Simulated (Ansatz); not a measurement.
Wanted: the native input for an Ansatz 0.2.0 run.

- Task: projected density of states
- Functional: PBEsol
- Potentials or basis: Ansatz PAW
- Cutoff: 420 eV (not typed: the program's choice for these potentials)
- k mesh: 11 × 11 × 11
- Occupations: fermi-dirac, width 0.05 eV
- Spin: no spin polarisation
- Hubbard terms: Nb d U = 5 eV
- Hubbard projectors: ortho-atomic (the default)
- Double counting: fll (the default)

The system is NbAs.

```
Nb As
1.0
    -1.72585    1.72585    5.84000
     1.72585   -1.72585    5.84000
     1.72585    1.72585   -5.84000
Nb As
2 2
Direct
  0.50000 0.00000 0.50000
  0.75000 0.75000 0.00000
  0.91600 0.41600 0.50000
  0.16600 0.16600 0.00000
```

The input as run:

input.yaml

```yaml
crystal:
  lattice:
    - [-1.72585, 1.72585, 5.84]
    - [1.72585, -1.72585, 5.84]
    - [1.72585, 1.72585, -5.84]
  atoms:
    - { symbol: Nb, position: [0.5, 0.0, 0.5] }
    - { symbol: Nb, position: [0.75, 0.75, 0.0] }
    - { symbol: As, position: [0.916, 0.416, 0.5] }
    - { symbol: As, position: [0.166, 0.166, 0.0] }
hamiltonian:
  xc: pbesol
  pseudopotentials: { kind: paw }
  hubbard: { sites: [{ species: Nb, l: d, u_eff: 5.0 }] }
kpoints:
  mp_grid: { grid: [11, 11, 11] }
scf:
  occupations: { method: fermi_dirac, width: 0.05 }
  n_extra_bands: 10
output:
  forces: true
  stress: true
  eigenvalues: true
  dos: { projected: true, de: 0.05, nscf_kmesh: { grid: [17, 17, 17] } }
  write_density: true
  write_potential: true
  elf: true
  volumetric_format: npy
```

Potentials or basis: Ansatz PAW.

Launch:

```bash
$ ansatz run input.yaml --threads 2 --pin off --max-ram 5632MiB --backend cpu --events-out ev --progress --plain --runs-dir out
```

Results of the run:

```json
{
 "Pressure": "-0.3 GPa",
 "Largest force": "0.237 eV/Å",
 "Band gap on the k mesh": "none (metal or under the smearing width)",
 "Density of states at the Fermi level": "0.05 states/eV per cell"
}
```

Caveat: U without spin polarisation on a metal has little footing; the PAW data sets come from PBE, with cores solved anew for the run's functional, which leaves a small shift of forces and pressure; the U is typed as a test and isn't derived for this compound.

It took 79 s on 2 threads of Intel(R) Xeon(R) Platinum 8259CL CPU @ 2.50GHz (Skylake/Cascade Lake), on a shared host, peak memory 1.3 GiB.
